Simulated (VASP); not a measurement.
Ge, 2 atoms in the cell. The structure is cubic, space group Fd-3m (No. 227). Conventional cell: a = 5.803 Å, b = 5.803 Å, c = 5.803 Å, α = 90.00°, β = 90.00°, γ = 90.00°. Ge (site symmetry -43m) is surrounded by 4 Ge at 2.51 Å. 

```yaml
Program: VASP 6.6.1
Task: single point
Functional: PBE
Potentials_or_basis: VASP PAW PBE potentials, release 64 (Ge_d)
Cutoff: 520 eV
k_mesh: 4 × 4 × 4
Occupations: gaussian, width 0.02 eV
Spin: no spin polarisation
Further_INCAR_settings: ALGO = Normal; EDIFF = 1e-07; NBANDS = 21
```

Potentials or basis: VASP PAW PBE potentials, release 64 (Ge_d).

Command:

```sh
$ cat potpaw_PBE.64/Ge_d/POTCAR > POTCAR
$ mpirun -np 1 vasp_std > vasp.out
```

Hardware: 1 thread of AMD EPYC 7R13 Processor (Zen 3), on a shared host.

**Question.** How long does it take, and how much memory?

**Answer.** Run time: 8.7 s on 1 thread of AMD EPYC 7R13 Processor (Zen 3) (shared host), peak memory 0.14 GiB. Counts: scf iterations 13, k points 8.
